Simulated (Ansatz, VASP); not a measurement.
# BeTe: VASP beside Ansatz

The input INCAR:

```
PREC = Accurate
ENCUT = 520
EDIFF = 1E-6
ISMEAR = 0
SIGMA = 0.05
LREAL = F
LASPH = T
NELM = 60
ALGO = Normal
ISIF = 2
LWAVE = F
LCHARG = F
NBANDS = 11
```

Contents of KPOINTS:

```
Automatic mesh
0
Gamma
  8 8 8
```

File POSCAR:

```
BeTe
1.0
    0.0000000000      2.8808000000      2.7700000000
    2.8808000000      0.0000000000      2.7700000000
    2.8808000000      2.8808000000      0.0000000000
Be Te
1 1
Direct
    0.0000000000      0.0000000000      0.0000000000
    0.7500000000      0.7500000000      0.7500000000
```

Input for Ansatz:

```yaml
crystal:
  lattice:
    - [0.0, 2.8808, 2.77]
    - [2.8808, 0.0, 2.77]
    - [2.8808, 2.8808, 0.0]
  atoms:
    - { symbol: Be, position: [0.0, 0.0, 0.0] }
    - { symbol: Te, position: [0.75, 0.75, 0.75] }
basis:
  ecutwfc: 420
kpoints:
  mp_grid: { grid: [8, 8, 8] }
hamiltonian:
  xc: lda
scf:
  occupations: { method: gaussian, width: 0.05 }
output:
  forces: true
  stress: true
  eigenvalues: true
```

Change from the starting cell: strain +0.040 along x and y, +0.000 along z, atoms carried along.

Alike in both runs: task single point; functional LDA; k mesh 8 × 8 × 8; occupations gaussian, width 0.05 eV; no spin polarisation.

|  | VASP | Ansatz |
| --- | --- | --- |
| version | VASP 6.6.1 | Ansatz 0.2.0 |
| potentials or method | VASP PAW LDA potentials, release 64 (Be, Te) | scalar-relativistic, plane waves, PAW |
| plane-wave cutoff (eV) | 520 | 420 |
| valence electrons in the cell | 8 | 18 |

|  | VASP | Ansatz | Ansatz less VASP |
| --- | --- | --- | --- |
| gap on the k mesh at the Fermi level (eV) | 1.65 | 1.67 | +0.018 |
| least direct gap on the mesh (eV) | 3.38 | 3.35 | -0.033 |
| pressure (GPa) | -3.7 | -3.9 | -0.21 |
| largest component of the traceless stress (GPa) | 1.45 | 1.46 | +0.003 |

The two sets of potentials don't hold the same shells in valence.

Caveats: spin-orbit coupling is left out, which moves the levels of the heavy elements. A k mesh can miss the band edges.
